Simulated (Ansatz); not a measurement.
# W: biaxial strain in the a-b plane

The task here is to estimate one member of a computed series from the others.

Program: Ansatz 0.2.0. Level of theory: DFT r2SCAN, scalar-relativistic, plane waves, PAW. These are calculated values, not measurements.

2 further runs of the same task are left out: 2 set aside as unsound or not needed.

## The system as given

Symmetry: Im-3m, No. 229, cubic system. The conventional cell has a = 3.168 Å, b = 3.168 Å, c = 3.168 Å, α = 90.00°, β = 90.00°, γ = 90.00°. Around W (site symmetry m-3m) lie 8 W at 2.74 Å.

Structure file:

```
CELL_PARAMETERS angstrom
3.16840 0.00000 0.00000
0.00000 3.16840 0.00000
0.00000 0.00000 3.16840
ATOMIC_POSITIONS crystal
W 0.00000 0.00000 0.00000
W 0.50000 0.50000 0.50000
```

It goes back to an entry of the Materials Project.

The first run:

Contents of input.yaml:

```yaml
crystal:
  lattice:
    - [3.1684010704, 0.0, 0.0]
    - [0.0, 3.1684010704, 0.0]
    - [0.0, 0.0, 3.1684010704]
  atoms:
    - { symbol: W, position: [0.0, 0.0, 0.0] }
    - { symbol: W, position: [0.5, 0.5, 0.5] }
basis:
  ecutwfc: 500
kpoints:
  mp_grid: { grid: [16, 16, 16] }
hamiltonian:
  xc: r2scan
scf:
  occupations: { method: gaussian, width: 0.1 }
output:
  forces: true
  stress: true
  eigenvalues: true
```

Command:

```bash
$ ansatz run input.yaml --threads 1 --pin off --max-ram 2560MiB --backend cpu --events-out ev --progress --plain --runs-dir out
```

Among the steps run: Zero strain; At -1.0 %; Strain +1.0 %; At -2.0 %; At +2.0 %; At -3.0 %; At +3.0 %.

One table of the session follows, with a row left open; its other results are not shown here.

Lengths are those of the vectors of the cell that was run; stresses in GPa:

| strain (%) | ΔE (meV/atom) | a (Å) | b (Å) | c (Å) |
| --- | --- | --- | --- | --- |
| -3.0 | 54.8 | 3.073 | 3.073 | 3.250 |
| -2.0 | 23.4 | 3.105 | 3.105 | 3.222 |
| -1.0 | ? | ? | ? | ? |
| +0.0 | 0.0 | 3.168 | 3.168 | 3.168 |
| +1.0 | 5.0 | 3.200 | 3.200 | 3.144 |
| +2.0 | 21.1 | 3.232 | 3.232 | 3.123 |
| +3.0 | 48.7 | 3.263 | 3.263 | 3.104 |

Estimate the missing values for strain (%) = -1.0.

Worked estimate for «ΔE (meV/atom)». A straight line through the neighbours (-2.0, 23.4) and (0.0, 0.0) gives 23.4 + (0.0 − 23.4) × (-1.0 + 2.0) / (0.0 + 2.0) = 11.7; a parabola fitted to 4 rows on both sides gives 5.6.

The run gave: ΔE (meV/atom): 5.5; a (Å): 3.137; b (Å): 3.137; c (Å): 3.196. In «ΔE (meV/atom)» the line misses by +6.2 and the parabola by +0.1.

ΔE is over the unstrained cell. Stress in GPa, positive in compression, on the Cartesian axes of the input. 
